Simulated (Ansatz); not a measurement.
Results of HSE06 (Ansatz, a program for electronic structure, PAW) for cubic perovskite BaSnO3.

Run with plane-wave cutoff 460 eV, 6×6×6 k mesh, Fermi–Dirac smearing 0.01 eV, scalar-relativistic PAW data made under PBE.

Properties against volume:

| V (Å³/atom) | P (GPa) | direct gap at Γ (eV) | smallest gap on the k mesh (eV) |
|---|---|---|---|
| 13.255 | 9.96 | 3.811 | 3.391 |
| 13.604 | 4.93 | 3.445 | 3.014 |
| 13.953 | 0.57 | 3.097 | 2.657 |
| 14.273 | -2.92 | 2.792 | 2.347 |
| 14.651 | -6.49 | 2.448 | 1.999 |

The fundamental gap (2.61 eV at the equilibrium volume, on the SCF mesh) lies elsewhere than Γ–Γ.

Measured, for comparison: band gap 2.95 eV (temperature not stated, not corrected to a static lattice, indirect, from the absorption edge of a single crystal; as tabulated in Kim et al. (2012), arXiv:1207.0764).

Spin–orbit coupling is not included.
